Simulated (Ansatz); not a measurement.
**Ba (hcp): energy against volume**

Method: DFT, RPBE, plane waves (420 eV) with PAW, scalar-relativistic (Ansatz). (PAW data from PBE, frozen cores regenerated.)

The cell is scaled uniformly from the relaxed one, with fractional coordinates and shape fixed. Energies are extrapolated to zero smearing, pressures are those at the given smearing. Magnetic state: spin not included.

A Birch-Murnaghan fit gives V₀ = 69.00 Å³/atom, B₀ = 7.4 GPa, B₀′ = 2.8.

What are the energy above the minimum and the pressure at 63.490 Å³/atom?

11.2 meV/atom and 0.74 GPa as computed.

What are the energy above the minimum and the pressure at 71.771 Å³/atom?

2.4 meV/atom and -0.22 GPa as computed.

What are the energy above the minimum and the pressure at 77.292 Å³/atom?

19.8 meV/atom and -0.66 GPa as computed.
